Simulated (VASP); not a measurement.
# MgS: single point with r2SCAN

The system is MgS.

```
Mg S
1.0
    -0.03416    2.79672    2.79672
     2.79672   -0.03416    2.79672
     2.79672    2.79672   -0.03416
Mg S
1 1
Direct
  0.99880 0.99880 0.99880
  0.25120 0.25120 0.25120
```

The cell was built by a generator and needn't be a form met in nature.

The cell isn't the ideal one: shear_111 strain -1.8%.

```yaml
Program: VASP 6.6.1
Task: single point
Functional: r2SCAN
Potentials_or_basis: VASP PAW PBE potentials, release 64 (Mg, S)
Cutoff: 520 eV
k_mesh: 8 × 8 × 8
Occupations: gaussian, width 0.01 eV
Spin: no spin polarisation
```

| Item | Value |
| --- | --- |
| Pressure | 0.8 GPa |
| Band gap on the k mesh | 4.15 eV, direct |

Stress tensor (GPa, compression positive):
```
0.84 0.39 0.39
0.39 0.84 0.39
0.39 0.39 0.84
```

Levels at points of the mesh, in eV from the valence-band top:
```csv
k point,band 1,band 2,band 3,band 4,band 5,band 6,band 7,band 8,band 9
"(0.00, 0.00, 0.00)",-11.88,-0.11,-0.11,0.00,4.15,8.48,8.48,8.74,11.42
"(0.50, 0.00, 0.00)",-11.16,-3.30,-0.42,-0.36,5.81,8.13,8.27,9.28,13.71
"(0.50, 0.50, 0.00)",-10.92,-2.95,-1.20,-1.09,4.23,6.21,12.23,13.32,13.40
"(0.50, 0.50, 0.50)",-11.12,-3.25,-0.47,-0.47,5.70,8.06,8.06,9.29,13.93
```

Run time: 120 s on 1 thread of Intel(R) Xeon(R) Platinum 8375C CPU @ 2.90GHz (Ice Lake), with other jobs on the host, peak memory 0.18 GiB.

Caveat: the PAW data sets were made with another functional, which shifts forces and pressure a little. A k mesh can miss the band edges.
